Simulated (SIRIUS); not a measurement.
Pt under changes of volume

One of the cells (15.381 Å³/atom); the others are scaled copies at fixed shape and fractional positions:

```xyz
1
Lattice="0.0000 1.9739 1.9739 1.9739 0.0000 1.9739 1.9739 1.9739 0.0000" Properties=species:S:1:pos:R:3 pbc="T T T"
Pt    0.0000    0.0000    0.0000
```

```yaml
Program: SIRIUS 7.10.0
Functional: PBEsol
Potentials_or_basis: PseudoDojo 0.4.1 PBEsol standard (scalar relativistic)
Cutoff: 1152 eV
Density_cutoff: 4606 eV
k_mesh: 12 × 12 × 12
Occupations: fermi-dirac, width 0.05 eV
Spin: no spin polarisation
```

| volume (Å³/atom) | energy over the lowest point (meV/atom) | pressure (GPa) |
| --- | --- | --- |
| 14.175 | 44.13 | 19.3 |
| 14.477 | 15.26 | 11.6 |
| 14.778 | 0.00 | 4.8 |
| 15.381 | ? | ? |
| 15.683 | 20.83 | -11.1 |
| 15.985 | 45.78 | -15.2 |

**Question.** What does the run at 15.381 Å³/atom give?

**Answer.** Energy over the lowest point 4.11 meV/atom; pressure -6.5 GPa.

Worked out: A Birch-Murnaghan fit of order 3 (a polynomial in V^(-2/3)) to the other rows has its minimum at 15.02 Å³/atom with B0 = V·E''(V) = 287 GPa and B' = 5.3. It gives 4.11 meV/atom at 15.381 Å³/atom, against the run's 4.11, and -dE/dV = -6.5 GPa, against -6.5.

Energies are extrapolated to zero smearing.
